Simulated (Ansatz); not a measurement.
Runs of Ansatz 0.2.0 on CoO. It takes space group Fm-3m (No. 225, cubic). The conventional cell has a = 4.263 Å, b = 4.263 Å, c = 4.263 Å, α = 90.00°, β = 90.00°, γ = 90.00°. Co (site symmetry m-3m) is surrounded by 6 O at 2.13 Å. O (site symmetry m-3m) is surrounded by 6 Co at 2.13 Å. 

| task | level | cell | k mesh | cutoff (eV) | smearing | gap on the mesh (eV) | pressure (GPa) | moment (μB) | relaxed volume (Å³/atom) |
| --- | --- | --- | --- | --- | --- | --- | --- | --- | --- |
| relaxation of cell and atoms | RPBE | relaxed | 11 × 11 × 11 | - | fermi-dirac 0.05 eV | - | 0.0 | 2.98 | 9.92 |
| elastic constants | LDA | as given | 8 × 8 × 8 | 384 | fermi-dirac 0.05 eV | none | -19.5 | 2.86 | - |
| single point | PBE | as given | 11 × 11 × 11 | 360 | gaussian 0.012 eV | none | -1.6 | 2.98 | - |
| relaxation of cell and atoms | PBEsol | relaxed | 11 × 11 × 11 | - | fermi-dirac 0.05 eV | - | 0.0 | (b) | (a) |
| phonons | PBEsol | as given | 8 × 8 × 8 | 384 | fermi-dirac 0.05 eV | none | - | 2.93 | - |

Alike in all rows: potentials or basis all-electron LAPW, scalar-relativistic; spin collinear, ferromagnetic start; basis error allowed 0.001 eV/atom.

**Question.** Estimate the missing entries.

**Answer.** (a) 9.07; (b) 2.80.

Caveats: a cell with one magnetic atom can't hold antiferromagnetic order, which such compounds often take; semilocal functionals often make such compounds metallic where correlation or magnetic order opens a gap, which also shifts bond lengths (some runs); the k mesh is thin for a metal, which can move the energy by tens of meV per atom (some runs); a metal's response needs a denser mesh (some runs); the cell is more than 3 GPa from zero pressure, which shifts response properties (some runs); the elastic tensor has a negative eigenvalue, so either the cell is unstable as it stands or the mesh is too thin (some runs); so large a pressure means that the cell lies far from this level's equilibrium, or that cutoff or potentials fall short (some runs).

A gap of «none» marks a metal or a gap under the smearing width.
